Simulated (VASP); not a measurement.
Crystal: PbO2.

```
Pb O
1.0
     0.00000    2.57000    2.57000
     2.57000    0.00000    2.57000
     2.57000    2.57000    0.00000
Pb O
1 2
Direct
  0.00000 0.00000 0.00000
  0.25000 0.25000 0.25000
  0.75000 0.75000 0.75000
```

* Program: VASP 6.6.1
* Task: relaxation of cell and atoms
* Functional: PBE
* Potentials or basis: VASP PAW PBE potentials, release 64 (Pb_d, O)
* Cutoff: 520 eV
* k mesh: 9 × 9 × 9
* Occupations: gaussian, width 0.1 eV
* Spin: no spin polarisation

At the start: pressure 29.8 GPa; volume 11.32 Å³/atom.

**Question.** How do energy, volume and symmetry change on relaxing?

**Answer.** Over 4 steps the energy falls by 149.8 meV/atom and the volume is 13.15 Å³/atom (+16.2 %); space group Fm-3m (No. 225, to 0.05 Å).

The path:
| step | energy change (eV) | largest force (eV/Å) | pressure (GPa) | volume (Å³) |
| --- | --- | --- | --- | --- |
| 1 | 0.0000 | 0.0000 | 29.83 | 33.95 |
| 2 | -0.1392 | 0.0000 | -14.92 | 45.39 |
| 3 | -0.4493 | 0.0000 | -0.33 | 39.57 |
| 4 | -0.4494 | 0.0000 | 0.09 | 39.45 |

Final structure:
```yaml
crystal:
  lattice:
    - [0.00000, 2.70194, 2.70194]
    - [2.70194, 0.00000, 2.70194]
    - [2.70194, 2.70194, 0.00000]
  atoms:
    - { symbol: Pb, position: [0.00000, 0.00000, 0.00000] }
    - { symbol: O, position: [0.25000, 0.25000, 0.25000] }
    - { symbol: O, position: [0.75000, 0.75000, 0.75000] }
```

Caveat: the volume moved by over 15 % at a fixed basis, so the end points are rough; the volume moved by +16 % from the deposited cell, more than functionals usually miss.
